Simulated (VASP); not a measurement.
## GaP: relaxation of cell and atoms with PBE

The system is GaP.

```
CELL_PARAMETERS angstrom
0.00000 2.72525 2.72525
2.72525 0.00000 2.72525
2.72525 2.72525 0.00000
ATOMIC_POSITIONS crystal
Ga 0.00000 0.00000 0.00000
P 0.75000 0.75000 0.75000
```

* Program: VASP 6.6.1
* Task: relaxation of cell and atoms
* Functional: PBE
* Potentials or basis: VASP PAW PBE potentials, release 64 (Ga_d_GW, P_GW)
* Cutoff: 680 eV
* k mesh: 8 × 8 × 8
* Occupations: fermi-dirac, width 0.05 eV
* Spin: no spin polarisation
* Further INCAR settings: ALGO = Normal; EDIFF = 1e-06; IBRION = 2; EDIFFG = -0.005; NSW = 40; ISIF = 3

| Property | Result |
| --- | --- |
| Relaxed volume | 20.88 Å³/atom |
| Relaxed cell | a = 3.894 Å, b = 3.894 Å, c = 3.894 Å, α = 60.00°, β = 60.00°, γ = 60.00° |
| Space group after relaxing (to 0.05 Å) | F-43m (No. 216) |
| Energy gained by relaxing | 4.7 meV/atom |
| Ionic steps | 7 |
| Pressure after relaxing | 0.0 GPa |
| Band gap on the k mesh | 1.57 eV, direct |

The path:
```tsv
step	energy change (eV)	largest force (eV/Å)	pressure (GPa)	volume (Å³)
1	0.0000	0.0000	2.53	40.48
2	-0.0069	0.0000	-1.32	42.38
3	-0.0094	0.0000	0.57	41.71
4	-0.0092	0.0000	-0.55	41.91
5	-0.0094	0.0000	-0.10	41.82
6	-0.0094	0.0000	-0.08	41.79
7	-0.0094	0.0000	-0.02	41.75
```

Final structure:
```
CELL_PARAMETERS angstrom
0.00000 2.75346 2.75346
2.75346 0.00000 2.75346
2.75346 2.75346 0.00000
ATOMIC_POSITIONS crystal
Ga 0.00000 0.00000 0.00000
P 0.75000 0.75000 0.75000
```

Levels at points of the mesh, in eV from the valence-band top:
| k point | band 6 | band 7 | band 8 | band 9 | band 10 | band 11 | band 12 | band 13 |
| --- | --- | --- | --- | --- | --- | --- | --- | --- |
| (0.00, 0.00, 0.00) | -12.26 | 0.00 | 0.00 | 0.00 | 1.57 | 3.89 | 3.89 | 3.89 |
| (0.50, 0.00, 0.00) | -10.30 | -6.46 | -1.07 | -1.07 | 1.58 | 4.72 | 4.72 | 8.22 |
| (0.50, 0.50, 0.00) | -9.44 | -6.61 | -2.58 | -2.58 | 1.72 | 1.85 | 10.35 | 10.35 |

Wall time 90 s on 1 thread of Intel(R) Xeon(R) Platinum 8488C (Sapphire Rapids), on a shared host, peak memory 0.22 GiB.

A k mesh can miss the band edges. Zero-point motion and thermal expansion aren't in these numbers.
